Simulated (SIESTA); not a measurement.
Ir:

```
Ir
1.0
     2.75138    0.00000    0.00000
    -1.37569    2.38276    0.00000
     0.00000    0.00000    4.46229
Ir
2
Direct
  0.33333 0.66667 0.25000
  0.66667 0.33333 0.75000
```

This isn't the form of Ir at room conditions, which is fcc.

Base run:

* Program: SIESTA 5.4.2
* Functional: PBEsol
* Potentials or basis: PseudoDojo 0.4 standard (PBE files)
* Basis: TZP (energy shift 0.003 Ry; two zetas on semicore shells)
* Grid cutoff: 800 Ry
* Energy shift: 0.003 Ry
* k mesh: 11 × 11 × 6
* Occupations: fermi-dirac, width 0.05 eV
* Spin: no spin polarisation

Its results: band gap on the k mesh none (metal or under the smearing width); pressure -9.0 GPa.

Task: The run is repeated on the same cell with these changes: basis from TZP (energy shift 0.003 Ry; two zetas on semicore shells) to SZP (energy shift 0.003 Ry). What comes out?

Result: Band gap on the k mesh none (metal or under the smearing width); pressure -12.6 GPa.

Caveats: the potentials were made for another functional, which shifts forces and pressure; short orbitals over semicore shells can move pressures by several GPa; the valence orbitals were made in a potential fitted to the semicore shell under them, which widens gaps by tenths of an eV or more; spin-orbit coupling is left out, which moves the levels of the heavy elements; the basis of atomic orbitals isn't converged, which shifts pressures, moduli and gaps.
